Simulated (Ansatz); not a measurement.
# TiO2 (C2/c) in Ansatz: further runs

One crystal, TiO2, is run at these levels: revPBE+D4, BLYP+D3(BJ); tasks: relaxation of cell and atoms.

All numbers are computed with Ansatz 0.2.0; they aren't measurements. Logs are shortened: lines on timing, memory, paths and dates and some standing lists are left out, and cuts for length are marked.

### Step 1. Starting point

Symmetry: C2/c, No. 15, monoclinic system. The conventional cell has a = 5.412 Å, b = 5.413 Å, c = 5.472 Å, α = 90.00°, β = 118.77°, γ = 90.00°. Ti (site symmetry 2) is surrounded by 6 O at 1.93 to 2.00 Å. O (site symmetry 1) is surrounded by 3 Ti at 1.93 to 2.00 Å.

The cell is a database's computed one.

### Step 2. Relaxation of cell and atoms, revPBE+D4

File input.yaml:

```yaml
crystal:
  lattice:
    - [2.706034, -2.706655, 0.0]
    - [2.706034, 2.706655, 0.0]
    - [-2.633531, 0.0, 4.796637]
  atoms:
    - { symbol: Ti, position: [0.86589, 0.13411, 0.75] }
    - { symbol: Ti, position: [0.13411, 0.86589, 0.25] }
    - { symbol: O, position: [0.088755, 0.331221, 0.167149] }
    - { symbol: O, position: [0.911245, 0.668779, 0.832851] }
    - { symbol: O, position: [0.668779, 0.911245, 0.332851] }
    - { symbol: O, position: [0.331221, 0.088755, 0.667149] }
hamiltonian:
  xc: revpbe
  pseudopotentials: { kind: paw }
  dispersion: d4
kpoints:
  mp_grid: { grid: [8, 8, 6] }
scf:
  occupations: { method: fermi_dirac, width: 0.05 }
output:
  forces: true
  stress: true
  eigenvalues: true
  write_density: true
  write_potential: true
  elf: true
  volumetric_format: npy
relax:
  f_tol: 0.01
  max_steps: 40
  cell: { stress_tol: 0.05 }
```

Potentials or basis: Ansatz PAW.

Started as:

```console
$ ansatz run input.yaml --threads 2 --pin off --max-ram 5632MiB --backend cpu --events-out ev --progress --plain --runs-dir out
```

Standard output:

```text
Warning: RAYON_NUM_THREADS=2 ignored (pool sized by the plan → 2); use --threads N
Engine: ansatz 0.2.0, x86_64-unknown-linux-gnu
Pseudopotentials: kind: paw
Pseudopotential: Ti, paw, valence charge 12, recommended cutoff 420 eV (normal), Ti.paw.azcp
Pseudopotential: O, paw, valence charge 6, recommended cutoff 420 eV (normal), O.paw.azcp
Functional definition: revPBE
  parameter kappa = 1.245
  parameter beta = 0.06672455060314922
  exchange = pbe_x(kappa = kappa, mu = beta*pi^2/3)
  correlation = pbe_c(beta = beta)
Crystal: 6 atoms, lattice volume = 70.264 Å³
Basis set: ecut = 420 eV, 1363 PW (Γ), exchange–correlation on 54×54×80 points (8 copies of the dense FFT grid, shifted against one another)
Bands: 30, of which v1, the nominal top of the filled ones, is band 24 counted from 1 (23 counted from 0)
Symmetry: 4 space group operations
Space group: C2/c (ITA 15), of the structure as read, at distance tolerance 4.1e-5 Å
k-points: 114 of 384
Non-local potential: Ti, projectors of the file, l = 0: 3, l = 1: 2, l = 2: 3, l = 3: 1
Non-local potential: O, projectors of the file, l = 0: 2, l = 1: 2, l = 2: 1
PAW form: soft (Blöchl's): semilocal exchange-correlation on the pseudo side does not see the compensation charge
PAW frozen core: Ti, regenerated for the run's functional, and the local potential with it (the file was generated under x = pbe(κ = 0.804, μ = 0.2195149727645171), c = pbe(β = 0.06672455060314922))
PAW frozen core: O, regenerated for the run's functional, and the local potential with it (the file was generated under x = pbe(κ = 0.804, μ = 0.2195149727645171), c = pbe(β = 0.06672455060314922))
PAW one-centre angular grid: Ti, 590 points (default); XC on 64 Gauss nodes
PAW one-centre angular grid: O, 110 points (default); XC on 64 Gauss nodes
Initial density: superposition of atomic densities (neutral atoms: chi_scale 0, normalization atom), corrected by the library's trained network
Initial wavefunctions: pseudopotential atomic-orbital guess
Functional: x = revpbe(κ = 1.245, μ = 0.2195149727645171), c = pbe(β = 0.06672455060314922)
SCF iter   1: F=—  HF=-7290.856709 eV  |F-HF|=—  |Δ(HF+E_count)|=         —  Δρ=4.63e-3  dr2=1.08e-2  ethr=1.77e-3  ⟨swp⟩=4.7  Hψ=13911  notcnv=0
preconditioner: auto → Resta (q_TF=auto, 2.560 Å⁻¹)  ε∞=8.0  [insulator: Δε(μ)=2.140 eV  Ē_g=9.488 eV  σ=0.050 eV  W_gap=1.00  n_scr=18 (ndim 8)  ℏωp=25.1 eV  f_vac=0.106  D(μ)=0.00/eV (n_scr^D=0)  ε∞_Penn≈8.0]
SCF iter   2: F=—  HF=-7290.857390 eV  |F-HF|=—  |Δ(HF+E_count)|=   6.81e-4  Δρ=2.74e-3  dr2=2.57e-3  ethr=2.24e-5  ⟨swp⟩=2.2  Hψ=6141  notcnv=0  defer=183
SCF iter   3: F=—  HF=-7290.857728 eV  |F-HF|=—  |Δ(HF+E_count)|=   3.38e-4  Δρ=1.40e-3  dr2=8.88e-4  ethr=5.35e-6  ⟨swp⟩=2.0  Hψ=4391  notcnv=0  defer=183
SCF iter   4: F=—  HF=-7290.858073 eV  |F-HF|=—  |Δ(HF+E_count)|=   3.44e-4  Δρ=5.18e-4  dr2=1.61e-4  ethr=1.85e-6  ⟨swp⟩=2.1  Hψ=4964  notcnv=0  defer=183
SCF iter   5: F=—  HF=-7290.858170 eV  |F-HF|=—  |Δ(HF+E_count)|=   9.73e-5  Δρ=1.08e-4  dr2=1.09e-5  ethr=3.36e-7  ⟨swp⟩=2.0  Hψ=4701  notcnv=0  defer=183
SCF iter   6: F=—  HF=-7290.858143 eV  |F-HF|=—  |Δ(HF+E_count)|=   2.75e-5  Δρ=2.32e-5  dr2=5.98e-7  ethr=2.27e-8  ⟨swp⟩=2.0  Hψ=5061  notcnv=0  defer=183
[... 84 lines left out ...]
SCF converged after 5 iterations
Free energy (F): -7290.899584 eV
Harris-Foulkes:  -7290.899584 eV  (|F-HF|=1.74e-8)
Internal energy: -7290.899584 eV  (E = F + TS)
E sigma→0 (E₀):  -7290.899584 eV
Fermi energy:    8.550810 eV
--- Per-component energies (eV) ---
  E_band       = -452.164329
  E_kinetic    = 1249.954134
  E_local      = -3565.852307  (includes V_loc(G=0)·N_el)
  E_nonlocal   = 192.446456
  E_hartree    = 1385.097320
  E_xc         = -494.627505
  E_vxc        = -625.150970  (∫ρ·V_xc dr)
  E_paw        = -2732.199464  (= ΣΔE_a)
  E_vpaw       = -473.766262  (= ΣTr[D̂ρ^β])
  E_aug_tail   = 0.009984  (compensation charges beyond the density's cutoff)
  E_ewald      = -3323.337940
  E_disp       = -2.252778  (pairwise vdW)
  E_core_change = -0.137484  (= ΣΔE_core)
  E_smearing   = -0.000000  (= −TS)
  E_closure    = -0.000000  (closes the sum)
  Σ components = -7290.899584   (vs F -7290.899584, Δ=0.00e0)
--- Forces (eV/Å), atoms counted from 1 ---
  atom   1  Ti     0.00000000    -0.00003388    -0.00000000
  atom   2  Ti    -0.00000000     0.00003388     0.00000000
  atom   3  O     -0.00045534     0.00014194    -0.00022656
  atom   4  O      0.00045534    -0.00014194     0.00022656
  atom   5  O      0.00045534     0.00014194     0.00022656
  atom   6  O     -0.00045534    -0.00014194    -0.00022656
  max |Σ_I F_I| component: 0.00e0 eV/Å
--- Stress (GPa, compression-positive) ---
       -0.005086       0.000000      -0.008741
        0.000000      -0.004926       0.000000
       -0.008741       0.000000      -0.005277
  P = ⅓ Tr σ = -0.0051 GPa (-0.051 kbar)
--- Band table (eV; the first three rows and the last of 114) ---
  k-point 0: bands = ["-49.0269", "-48.9674", "-25.4439", "-25.2144", "-25.2144", "-25.1440", "-25.1440", "-25.0557", "-10.2814", "-9.2924", "-9.1490", "-8.8209", "3.5171", "3.6612", "3.6612", "4.0159", "5.3820", "5.3820", "5.4410", "6.6558", "6.6636", "6.6636", "6.9580", "6.9580", "9.5773", "10.2980", "11.4169", "11.4169", "11.4447", "11.4447"]
  k-point 1: bands = ["-49.0229", "-48.9714", "-25.4187", "-25.2214", "-25.2214", "-25.1369", "-25.1369", "-25.0826", "-10.2039", "-9.2941", "-9.1959", "-8.8611", "3.5983", "3.6826", "3.6826", "3.8888", "5.3891", "5.3891", "5.6640", "6.4810", "6.4810", "6.4886", "7.1042", "7.1042", "9.6226", "10.2465", "11.3081", "11.3081", "11.5569", "11.5569"]
  k-point 2: bands = ["-49.0121", "-48.9823", "-25.3493", "-25.2327", "-25.2327", "-25.1553", "-25.1255", "-25.1255", "-9.9936", "-9.4412", "-9.1801", "-8.9627", "3.7266", "3.7266", "3.7349", "3.7580", "5.4057", "5.4057", "5.9783", "6.2118", "6.2544", "6.2544", "7.2509", "7.2509", "9.7485", "10.1084", "11.2346", "11.2346", "11.6393", "11.6393"]
  k-point 113: bands = ["-48.9931", "-48.9931", "-25.4085", "-25.4085", "-25.2626", "-25.2626", "-25.0927", "-25.0927", "-8.9244", "-8.9244", "-8.6001", "-8.6001", "3.0111", "3.0111", "3.2017", "3.2017", "3.6577", "3.6577", "4.7773", "4.7773", "5.3683", "5.3683", "7.4016", "7.4016", "10.8013", "10.8013", "11.2648", "11.2648", "12.3366", "12.3366"]
--- Relaxed structure (6 steps of the walk, 6 accepted, 2 SCFs on fresh bases) ---
  F+E_penalty+E_count = -7290.89958411 eV   max|allowed force component| = 4.553e-4 eV/Å   (the final SCF, on the basis selected at the relaxed cell)
  cell:  # Å, volume = 68.2425 Å³
    - [2.675188970708046, -2.6752574721846702, -0.019818553502224133]
    - [2.675188970708046, 2.6752574721846702, -0.019818553502224133]
    - [-2.6386421945300684, 0.0, 4.787202650268357]
  atoms:
    - { symbol: Ti, position: [0.8749369102216026, 0.12506308977839742, 0.75] }
    - { symbol: Ti, position: [0.1250630897783975, 0.8749369102216026, 0.25] }
    - { symbol: O, position: [0.08380110063993874, 0.3336497641087822, 0.16737020760870785] }
    - { symbol: O, position: [0.9161988993600612, 0.6663502358912178, 0.8326297923912922] }
    - { symbol: O, position: [0.6663502358912177, 0.9161988993600612, 0.33262979239129215] }
    - { symbol: O, position: [0.3336497641087822, 0.08380110063993879, 0.6673702076087079] }
```

rho_z.tsv:

```text
# z_ang	rho[e/angstrom^3]
# format = ansatz-planar-average/11
# lattice	2.675188971	-2.675257472	-0.019818554
# lattice	2.675188971	2.675257472	-0.019818554
# lattice	-2.638642195	0.000000000	4.787202650
# sites	6
# site	22	0.696207325	-2.006105541	3.570583434
# site	22	2.015528422	2.006105541	1.176982109
# site	8	0.675129857	0.668409504	0.792961829
# site	8	2.036605890	-0.668409504	3.954603714
# site	8	3.355926987	0.668409504	1.561002389
# site	8	-0.644191240	-0.668409504	3.186563154
0.000000	1.945673e-1
0.136656	2.094504e-1
0.273312	2.572975e-1
0.409968	3.457739e-1
0.546624	4.796650e-1
0.683280	6.535021e-1
[... 32 lines left out ...]
5.192925	2.572975e-1
5.329581	2.094504e-1
```

v_z.tsv:

```text
# z_ang	v_es[eV]	v_tot[eV]
# format = ansatz-planar-average/11
# xc	revpbe
# density_cutoff_ev	1680
# datasets	Ti=:simpson_from_first_knot:soft:shift=348934	O=:simpson_from_first_knot:soft:shift=113481
# lattice	2.675188971	-2.675257472	-0.019818554
# lattice	2.675188971	2.675257472	-0.019818554
# lattice	-2.638642195	0.000000000	4.787202650
# sites	6
# site	22	0.696207325	-2.006105541	3.570583434
# site	22	2.015528422	2.006105541	1.176982109
# site	8	0.675129857	0.668409504	0.792961829
# site	8	2.036605890	-0.668409504	3.954603714
# site	8	3.355926987	0.668409504	1.561002389
# site	8	-0.644191240	-0.668409504	3.186563154
0.000000	1.084620e1	3.404794e0
0.136656	1.049357e1	2.859881e0
0.273312	9.336338e0	1.319561e0
0.409968	7.612000e0	-9.025637e-1
0.546624	5.691257e0	-3.614243e0
0.683280	3.827159e0	-6.435945e0
[... 32 lines left out ...]
5.192925	9.336338e0	1.319561e0
5.329581	1.049357e1	2.859881e0
```

It took 92 s on 2 threads of Intel Xeon at 2.70GHz, shared host; peak memory 0.53 GiB.

Results:

```yaml
Free_energy: -7290.8996 eV
Relaxed_volume: 11.37 Å³/atom
Relaxed_cell: a = 3.783 Å, b = 3.783 Å, c = 5.466 Å, α = 110.24°, β = 110.24°, γ = 90.00°
Space_group_after_relaxing_to_0.05_Å: I4_1/amd (No. 141)
Energy_gained_by_relaxing: 6.9 meV/atom
Ionic_steps: 8
Pressure_after_relaxing: 0.0 GPa
Band_gap_on_the_k_mesh: 2.18 eV, indirect (least direct gap 2.50 eV)
```

Step by step:
| step | energy change (eV) | largest force (eV/Å) | volume (Å³) |
| --- | --- | --- | --- |
| 1 | 0.0000 | 0.1056 | 70.26 |
| 2 | -0.0375 | 0.0603 | 68.92 |
| 3 | -0.0449 | 0.0717 | 68.24 |
| 4 | -0.0474 | 0.0077 | 68.28 |
| 5 | -0.0474 | 0.0021 | 68.30 |
| 6 | -0.0414 | 0.0020 | 68.30 |
| 7 | -0.0417 | 0.0005 | 68.24 |
| 8 | -0.0414 | 0.0005 | 68.24 |

Final structure:
```yaml
crystal:
  lattice:
    - [2.67519, -2.67526, -0.01982]
    - [2.67519, 2.67526, -0.01982]
    - [-2.63864, 0.00000, 4.78720]
  atoms:
    - { symbol: Ti, position: [0.87494, 0.12506, 0.75000] }
    - { symbol: Ti, position: [0.12506, 0.87494, 0.25000] }
    - { symbol: O, position: [0.08380, 0.33365, 0.16737] }
    - { symbol: O, position: [0.91620, 0.66635, 0.83263] }
    - { symbol: O, position: [0.66635, 0.91620, 0.33263] }
    - { symbol: O, position: [0.33365, 0.08380, 0.66737] }
```

Caveat: the plane-wave basis is chosen anew once the cell has moved, so the energies of steps on either side of that aren't comparable; the pressure holds a Pulay correction of +0.6 GPa for the finite cutoff; the PAW data sets come from PBE, with cores solved anew for the run's functional, which leaves a small shift of forces and pressure. A hybrid or GW would open this gap; revPBE tends to underestimate it.

### Step 3. Relaxation of cell and atoms, BLYP+D3(BJ)

Edit input.yaml of step 2 so:

```diff
@@ -13,5 +13,5 @@
 hamiltonian:
-  xc: revpbe
+  xc: blyp
   pseudopotentials: { kind: paw }
-  dispersion: d4
+  dispersion: d3bj
 kpoints:
@@ -24,6 +24,2 @@
   eigenvalues: true
-  write_density: true
-  write_potential: true
-  elf: true
-  volumetric_format: npy
 relax:
```

Potentials or basis: Ansatz PAW.

Started as:

```console
$ ansatz run input.yaml --threads 2 --pin off --max-ram 5632MiB --backend cpu --events-out ev --progress --plain --runs-dir out
```

Wall time 82 s (2 threads of Intel Xeon at 2.70GHz, shared host); peak memory 0.53 GiB.

Results (log left out):

| Property | Result |
| --- | --- |
| Free energy | -7301.3231 eV |
| Relaxed volume | 11.46 Å³/atom |
| Relaxed cell | a = 3.792 Å, b = 3.792 Å, c = 5.481 Å, α = 110.23°, β = 110.23°, γ = 90.00° |
| Space group after relaxing (to 0.05 Å) | I4_1/amd (No. 141) |
| Energy gained by relaxing | 4.4 meV/atom |
| Ionic steps | 8 |
| Pressure after relaxing | 0.0 GPa |
| Band gap on the k mesh | 2.11 eV, indirect (least direct gap 2.45 eV) |

Step by step:
```
step  energy change (eV)  largest force (eV/Å)  volume (Å³)
   1              0.0000                0.0594        70.26
   2             -0.0247                0.0726        69.21
   3             -0.0304                0.0789        68.73
   4             -0.0331                0.0038        68.79
   5             -0.0330                0.0014        68.80
   6             -0.0265                0.0013        68.80
   7             -0.0268                0.0002        68.75
   8             -0.0265                0.0002        68.75
```

Final structure:
```
Ti O
1.0
     2.68122   -2.68127   -0.01981
     2.68122    2.68127   -0.01981
    -2.64449    0.00000    4.80107
Ti O
2 4
Direct
  0.87492 0.12508 0.75000
  0.12508 0.87492 0.25000
  0.08400 0.33387 0.16783
  0.91600 0.66613 0.83217
  0.66613 0.91600 0.33217
  0.33387 0.08400 0.66783
```

Levels at points of the mesh, in eV from the valence-band top:
```csv
k point,band 20,band 21,band 22,band 23,band 24,band 25,band 26,band 27,band 28,band 29
"(0.00, 0.00, 0.00)",-0.77,-0.77,-0.77,-0.45,-0.45,2.11,2.81,3.89,3.89,3.92
"(0.00, 0.00, -0.50)",-1.32,-1.26,-1.26,-0.13,-0.13,2.45,2.45,3.69,3.69,4.13
"(0.00, -0.50, 0.00)",-1.91,-1.90,-0.92,-0.86,-0.63,3.20,3.48,3.51,3.61,4.21
"(0.00, -0.50, -0.50)",-1.91,-1.90,-0.92,-0.86,-0.63,3.20,3.48,3.51,3.61,4.21
"(-0.50, -0.50, 0.00)",-2.61,-2.04,-2.04,0.00,0.00,3.30,3.30,3.76,3.76,4.81
"(-0.50, -0.50, -0.50)",-2.61,-2.04,-2.04,0.00,0.00,3.30,3.30,3.76,3.76,4.81
```

Caveat: the plane-wave basis is chosen anew once the cell has moved, so the energies of steps on either side of that aren't comparable; the pressure holds a Pulay correction of +0.8 GPa for the finite cutoff; the PAW data sets come from PBE, with cores solved anew for the run's functional, which leaves a small shift of forces and pressure. A k mesh can miss the band edges.
